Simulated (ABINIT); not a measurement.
# Quasiparticle gap of RbBr (Fm-3m) in ABINIT, part 2 of 2

How does a plane-wave GW calculation on RbBr (Fm-3m) run from the first input to the gap?

ABINIT 10.8.3; PBE and many-body steps on it, plane waves. Known limits of the many-body steps: not at the basis limit; screening head approximate.

So far. Step 2 (Ground state): The gap is direct, at Γ. Step 3 (Bands along the symmetry lines): The gap is 4.202 eV, as in the run before at this level.

The database entry behind the starting cell differs from later determinations by our own check (about 0.5 % short), so it need not match the best structure at ambient conditions.

**4. Empty states on the mesh, 4×4×4 mesh, 460 bands**

Level of this step: DFT, PBE with spin-orbit coupling, plane waves, norm-conserving pseudopotentials (ABINIT).

The sums over transitions need many empty states on a uniform mesh; this step solves for them.

File run.abi:

```
acell 3*1.0 Angstrom
rprim 
  0.000000000000 3.427000000000 3.427000000000
  3.427000000000 0.000000000000 3.427000000000
  3.427000000000 3.427000000000 -0.000000000000
ntypat 2
znucl 37 35
natom 2
typat 1 2
xred 
  0.000000000000 0.000000000000 0.000000000000
  0.500000000000 0.500000000000 0.500000000000
pp_dirpath "pseudos"
pseudos "Rb.upf, Br.upf"
ecut 19
nspinor 2
ngkpt 4 4 4
nshiftk 1
shiftk 0 0 0
kptopt 1
chksymbreak 0
irdden 1
istwfk *1
nband 460
prtvol 0
optdriver 6
gwr_task "HDIAGO"
paral_kgb 0
occopt 1
indata_prefix "in"
outdata_prefix "out"
tmpdata_prefix "tmp"
```

The run is started by

```
OMP_NUM_THREADS=1 mpirun -n 4 abinit run.abi > log
```

Numbers of over 12 decimals in the logs are rounded to 6 here.

Output:

```text
[banner, memory and clock lines left out]
.Version 10.8.3 of ABINIT. v10.8.2 released Aug 2026.

 Symmetries : space group Fm -3 m (#225); Bravais cF (face-center cubic)
[... echo of the input left out ...]
== DATASET  1 ==================================================================
-   mpi_nproc: 4, omp_nthreads: 1 (-1 if OMP is not activated)

--- !DatasetInfo
iteration_state: {dtset: 1, }
dimensions: {natom: 2, nkpt: 8, mband: 460, nsppol: 1, nspinor: 2, nspden: 1, mpw: 2180, }
cutoff_energies: {ecut:  19.0, pawecutdg:  -1.0, }
electrons: {nelect:   1.60000000E+01, charge:   0.00000000E+00, occopt:   1.00000000E+00, tsmear:   1.00000000E-02, }

.Using double precision arithmetic; gwpc =  8

- Reading GS density from: in_DEN

--- Pseudopotential description ------------------------------------------------
- Rb Generated using ONCVPSP code by D. R. Hamann
- 37.00000   9.00000  180418                  znucl, zion, pspdat
12 -101130 2 -1 2308                          pspcod,pspxc,lmax,lloc,mmax
     nproj     2     4     3     0
     spin-orbit psp
        nprojso     4     4     0
  pspatm : epsatm=   34.46105612
         --- l  ekb(1:nproj) -->
             0   -0.468792    8.247800
             1    3.240685   -0.368723    0.000725   -0.000025
             2   -1.026272    0.984798    0.000151
  spin-orbit 1    0.151406   -0.071648    0.010355   -0.000768
  spin-orbit 2   -0.035381    0.013137    0.002870   -0.000993
 pspatm: atomic psp has been read  and splines computed

- Br Generated using ONCVPSP code by D. R. Hamann
- 35.00000   7.00000  180423                  znucl, zion, pspdat
12 -101130 2 -1 1110                          pspcod,pspxc,lmax,lloc,mmax
     nproj     2     3     3     0
     spin-orbit psp
        nprojso     4     4     0
  pspatm : epsatm=   11.65225461
         --- l  ekb(1:nproj) -->
             0    0.878030    8.455347
             1    5.296960    0.884184    0.010490
             2    2.601663    0.386433    0.000588
  spin-orbit 1    0.408712   -0.253934    0.061012   -0.000372
  spin-orbit 2    0.108928   -0.011508    0.005488   -0.000068
 pspatm: atomic psp has been read  and splines computed

   7.37812972E+02                                ecore*ucvol(ha*bohr**3)

 Total charge density [el/Bohr^3]
)     Maximum=    3.1524E-01  at reduced coord.    0.1111    0.8889    0.9722
)     Minimum=    6.4016E-04  at reduced coord.    0.2500    0.2500    0.2500
   Integrated=    1.6000E+01

 === KS gaps after direct diagonalization ===
 Direct band gap semiconductor
 Fundamental gap:     4.202 (eV)
   VBM:    -0.878 (eV) at k: [ 0.0000E+00,  0.0000E+00,  0.0000E+00]
   CBM:     3.324 (eV) at k: [ 0.0000E+00,  0.0000E+00,  0.0000E+00]
 Direct gap:         4.202 (eV) at k: [ 0.0000E+00,  0.0000E+00,  0.0000E+00]

== END DATASET(S) ==============================================================

 -outvars: echo values of variables after computation  --------
           etotal      0.0000000000E+00
            nband         460
             nkpt           8
          spgroup         225
 [... the other variables as echoed above ...]

 Calculation completed.
```

It took 2 min on 4 MPI ranks of Arm Neoverse V1, shared host; peak memory 4.3 GiB.

Numbers from this step:

| Property | Result |
| --- | --- |
| gap | 4.202 eV |
| k of the valence top | 0, 0, 0 |
| k of the conduction bottom | 0, 0, 0 |
| least direct gap | 4.202 eV |
| k points computed | 8 |
| lowest point of the top converged band, above the valence top | 106.4004 eV |

On this mesh the gap is 4.202 eV.

**5. Screening, 4×4×4 mesh, 452 bands, screening to 179.6 eV**

The RPA dielectric matrix is built and inverted for each q.

This step: RPA screening on PBE with spin-orbit coupling, plane waves, norm-conserving pseudopotentials.

run.abi: that of step 4 with these lines changed.

```diff
@@ -21,10 +21,11 @@
 chksymbreak 0
-irdden 1
 istwfk *1
-nband 460
-prtvol 0
-optdriver 6
-gwr_task "HDIAGO"
-paral_kgb 0
 occopt 1
+irdwfk 1
+optdriver 3
+nband 452
+ecuteps 6.6
+inclvkb 0
+awtr 1
+symchi 1
 indata_prefix "in"
```

Output:

```text
.Version 10.8.3 of ABINIT. v10.8.2 released Aug 2026.

 Symmetries : space group Fm -3 m (#225); Bravais cF (face-center cubic)
[... echo of the input left out ...]
== DATASET  1 ==================================================================
-   mpi_nproc: 4, omp_nthreads: 1 (-1 if OMP is not activated)

--- !DatasetInfo
iteration_state: {dtset: 1, }
dimensions: {natom: 2, nkpt: 8, mband: 452, nsppol: 1, nspinor: 2, nspden: 1, mpw: 2180, }
cutoff_energies: {ecut:  19.0, pawecutdg:  -1.0, }
electrons: {nelect:   1.60000000E+01, charge:   0.00000000E+00, occopt:   1.00000000E+00, tsmear:   1.00000000E-02, }

 SCREENING: Calculation of the susceptibility and dielectric matrices

 Based on a program developped by R.W. Godby, V. Olevano, G. Onida, and L. Reining.
 Incorporated in ABINIT by V. Olevano, G.-M. Rignanese, and M. Torrent.
.Using double precision arithmetic ; gwpc =  8

[... cell and pseudopotentials left out ...]
--------------------------------------------------------------------------------

 ==== K-mesh for the wavefunctions ====
 Number of points in the irreducible wedge :     8
[... list of points left out ...]
 Together with 48 symmetry operations and time-reversal symmetry
 yields    64 points in the full Brillouin Zone.

 ==== Q-mesh for the screening function ====
 Number of points in the irreducible wedge :     8
[... list of points left out ...]
 Together with 48 symmetry operations and time-reversal symmetry
 yields    64 points in the full Brillouin Zone.

 setmesh: FFT mesh size selected  =    30x   30x   30
          total number of points  =        27000

 vcoul_init : cutoff-mode = AUXILIARY_FUNCTION
 q-points for optical limit:   1
     1)      0.000010    0.000020    0.000030

- screening: taking advantage of time-reversal symmetry
- Maximum band index for partially occupied states nbvw = 16
- Remaining bands to be divided among processors   nbcw = 436
- Number of bands treated by each node ~109

 Number of electrons calculated from density =   16.0000; Expected =   16.0000
 average of density, n =  0.029454
 r_s =    2.0087
 omega_plasma =   16.5551 [eV]

 calculating chi0 at frequencies [eV] :
  1    0.000000E+00    0.000000E+00
  2    0.000000E+00    1.655507E+01

--------------------------------------------------------------------------------
  q-point number  1        q = ( 0.000000, 0.000000, 0.000000) [r.l.u.]
--------------------------------------------------------------------------------
[... chi0 elements left out ...]
 For q-point:  0.000010 0.000020 0.000030
  dielectric constant =   2.3153
  dielectric constant without local fields =   2.7735

  Average fulfillment of the sum rule on Im[epsilon] for q-point    1 :     92.70  [%]
[... wings left out ...]
  q-point number  2        q = ( 0.250000, 0.000000, 0.000000) [r.l.u.]
--------------------------------------------------------------------------------
[... chi0 elements left out ...]
  Average fulfillment of the sum rule on Im[epsilon] for q-point    2 :     97.13  [%]

 [... 6 further q-points ...]
```

Wall time 8.3 min (4 MPI ranks); peak memory 4 GiB; 33 min of CPU time.

Numbers from this step:

```
ε∞ with local fields, on this mesh, along the program's q direction : 2.315
the same without local fields                                       : 2.773
plasma frequency                                                    : 16.56 eV
plane waves in the screening matrix                                 : 459
```

Local fields lower ε∞ by 17 %.

**6. Self-energy, 4×4×4 mesh, 452 bands, screening to 179.6 eV**

The self-energy is evaluated for the states that the input lists, and the levels follow from it, in one-shot runs by the linearised quasiparticle equation.

This step: G0W0 on PBE with spin-orbit coupling, plane waves, norm-conserving pseudopotentials.

run.abi: that of step 5 with these lines changed.

```diff
@@ -24,8 +24,15 @@
 irdwfk 1
-optdriver 3
+optdriver 4
 nband 452
+gwcalctyp 0
+ecutsigx 19
+symsigma 0
+nkptgw 1
+kptgw 
+  0.0000000000 0.0000000000 0.0000000000
+bdgw 
+  13 22
 ecuteps 6.6
-inclvkb 0
-awtr 1
-symchi 1
+irdscr 1
+ppmodel 1
 indata_prefix "in"
```

Output:

```text
.Version 10.8.3 of ABINIT. v10.8.2 released Aug 2026.

 Symmetries : space group Fm -3 m (#225); Bravais cF (face-center cubic)
[... echo of the input left out ...]
== DATASET  1 ==================================================================
-   mpi_nproc: 4, omp_nthreads: 1 (-1 if OMP is not activated)

--- !DatasetInfo
iteration_state: {dtset: 1, }
dimensions: {natom: 2, nkpt: 8, mband: 452, nsppol: 1, nspinor: 2, nspden: 1, mpw: 2180, }
cutoff_energies: {ecut:  19.0, pawecutdg:  -1.0, }
electrons: {nelect:   1.60000000E+01, charge:   0.00000000E+00, occopt:   1.00000000E+00, tsmear:   1.00000000E-02, }

 SIGMA: Calculation of the GW corrections

 Based on a program developped by R.W. Godby, V. Olevano, G. Onida, and L. Reining.
 Incorporated in ABINIT by V. Olevano, G.-M. Rignanese, and M. Torrent.
.Using double precision arithmetic ; gwpc =  8

[... cell and pseudopotentials left out ...]
--------------------------------------------------------------------------------

 ==== K-mesh for the wavefunctions ====
 Number of points in the irreducible wedge :     8
[... list of points left out ...]
 Together with 48 symmetry operations and time-reversal symmetry
 yields    64 points in the full Brillouin Zone.

 ==== Q-mesh for screening function ====
 Number of points in the irreducible wedge :     8
[... list of points left out ...]
 Together with 48 symmetry operations and time-reversal symmetry
 yields    64 points in the full Brillouin Zone.

 vcoul_init : cutoff-mode = AUXILIARY_FUNCTION
 q-points for optical limit:   1
     1)      0.000010    0.000020    0.000030
 setmesh: FFT mesh size selected  =    36x   36x   36
          total number of points  =        46656

 Number of electrons calculated from density =   16.0000; Expected =   16.0000
 average of density, n =  0.029454
 r_s =    2.0087
 omega_plasma =   16.5551 [eV]

 === KS Band Gaps ===
  >>>> For spin  1
   Minimum direct gap =   4.2023 [eV], located at k-point      :   0.0000  0.0000  0.0000
   Fundamental gap    =   4.2023 [eV], Top of valence bands at :   0.0000  0.0000  0.0000
                                       Bottom of conduction at :   0.0000  0.0000  0.0000
 SIGMA fundamental parameters:
 PLASMON POLE MODEL  1
 number of plane-waves for SigmaX                 2109
 number of plane-waves for SigmaC and W            459
 number of plane-waves for wavefunctions          2109
 number of bands                                   452
 number of independent spin polarizations            1
 number of spinorial components                      2
 number of k-points in IBZ                           8
 number of q-points in IBZ                           8
 number of symmetry operations                      48
 number of k-points in BZ                           64
 number of q-points in BZ                           64
 number of frequencies for dSigma/dE                 9
 frequency step for dSigma/dE [eV]                0.25
 number of omega for Sigma on real axis              0
 max omega for Sigma on real axis  [eV]           0.00
 zcut for avoiding poles [eV]                     0.10

 EPSILON^-1 parameters (SCR file):
 dimension of the eps^-1 matrix on file            459
 dimension of the eps^-1 matrix used               459
 number of plane-waves for wavefunctions          2109
 number of bands                                   452
 number of q-points in IBZ                           8
 number of frequencies                               2
 number of real frequencies                          1
 number of imag frequencies                          1

 matrix elements of self-energy operator (all in [eV])

 Perturbative Calculation

--- !SelfEnergy_ee
iteration_state: {dtset: 1, }
kpoint     : [   0.000,    0.000,    0.000, ]
spin       : 1
KS_gap     :    4.202
QP_gap     :    6.655
Delta_QP_KS:    2.453
data: !SigmaeeData |
     Band     E0 <VxcDFT>   SigX SigC(E0)      Z dSigC/dE  Sig(E)    E-E0       E
       13  -0.878 -12.619 -16.402   1.477   0.813  -0.229 -14.495  -1.877  -2.755
       14  -0.878 -12.619 -16.402   1.477   0.813  -0.229 -14.495  -1.877  -2.755
       15  -0.878 -12.619 -16.397   1.476   0.813  -0.229 -14.492  -1.873  -2.751
       16  -0.878 -12.619 -16.397   1.476   0.813  -0.229 -14.492  -1.873  -2.751
       17   3.324  -6.377  -2.897  -2.811   0.867  -0.153  -5.798   0.580   3.904
       18   3.324  -6.377  -2.897  -2.811   0.867  -0.153  -5.798   0.580   3.904
       19   6.238  -7.388  -3.246  -2.929   0.862  -0.160  -6.341   1.046   7.284
       20   6.238  -7.388  -3.246  -2.929   0.862  -0.160  -6.341   1.046   7.284
       21   6.238  -7.388  -3.247  -2.928   0.862  -0.160  -6.342   1.046   7.284
       22   6.238  -7.388  -3.247  -2.928   0.862  -0.160  -6.342   1.046   7.284

== END DATASET(S) ==============================================================
================================================================================

 -outvars: echo values of variables after computation  --------
           etotal      0.0000000000E+00
            nband         452
             nkpt           8
          spgroup         225
 [... the other variables as echoed above ...]

 Calculation completed.
```

Elapsed: 24 min, on 4 MPI ranks; peak memory 4 GiB.

This step gave:

| Property | Result |
| --- | --- |
| G0W0 gap on the points computed | 6.655 eV |
| starting gap on the mesh | 4.202 eV |
| k of the valence top | 0, 0, 0 |
| k of the conduction bottom | 0, 0, 0 |
| Z at the valence top | 0.813 |
| Z at the conduction bottom | 0.867 |
| least direct G0W0 gap on the computed points | 6.655 eV |

The gap on the mesh goes from 4.20 eV to 6.65 eV, a correction of +2.45 eV.

Limits: finite bands, cutoff and mesh; screening head approximate. v1 is the top filled band, c1 the lowest empty one. Levels before and after the correction, in eV, zero at the valence-band top of each column:

```tsv
	conduction bottom	valence top
Kohn-Sham	4.20	0.00
G0W0	6.66	0.00
```

```tsv
	level	energy (eV)
Kohn-Sham	Γ v4-v3	0.000
Kohn-Sham	Γ v2-v1	0.000
Kohn-Sham	Γ c1-c2	4.202
Kohn-Sham	Γ c3-c6	7.116
G0W0	Γ v4-v3	-0.004
G0W0	Γ v2-v1	0.000
G0W0	Γ c1-c2	6.655
G0W0	Γ c3-c6	10.035
```

**7. Where the time went**

Times are wall times on 4 MPI ranks of Arm Neoverse V1, shared host, good to a factor of about two.

```tsv
step	time	share	memory (GiB)
ground state	12 s	1 %	0.28
bands along the symmetry lines	26 s	1 %	0.3
empty states on the mesh	2 min	6 %	4.3
screening	8.3 min	24 %	4.0
self-energy	24 min	69 %	4.0
```

**8. Outcome**

```json
{
  "PBE gap": "4.20 eV, direct",
  "G0W0 gap on the mesh": "6.65 eV",
  "GW settings": "4×4×4 mesh, 452 bands, screening to 179.6 eV, Godby-Needs plasmon pole",
  "known limits": "not at the basis limit; screening head approximate"
}
```

In words: G0W0 moves the gap on the mesh from 4.20 eV to 6.65 eV (+2.45 eV), with Z of 0.81 and 0.87 at the edges. Local fields lower the RPA ε∞ on this mesh from 2.77 to 2.32. Only 1 of the mesh's irreducible points was corrected, so a valley elsewhere could overtake. The dearest step here is «self-energy». Bands and cutoff are finite, so the gap is not at the basis limit. The miss can reach some tenths of an eV and take either sign; the mesh is an error of its own. In the G0W0 run levels were corrected at 1 k point alone, so a gap called «on the mesh» is the least over those, and an edge elsewhere would be missed. The long-wavelength limit of the screening leaves out the non-local commutator, which shifts ε∞.

[Paths, hosts, dates, memory and timing lines, banners, echoed tables and standing remarks are left out of the program output.]

[Logs are printed without paths, hosts, clocks, repeated set-up lines and the standing remarks that a program may print on its own settings, such as how far it seeks lower states.]

[Runs of the session that timed out or met a known fault of the program may be left out.]

[Hosts, paths, dates, database ids (printed as entryN), source tags and the programs' standing remarks are cut or masked in the printed files.]

[G0W0 gaps are taken among the corrected bands and points alone; a level outside them can change the order at an edge.]

[Where Ansatz stands beside ABINIT at settings called matched, ABINIT's density can come from a denser mesh and the files from another edition; pairs whose starting gaps differed by over 0.03 eV were left out, so agreement reads better than it is.]
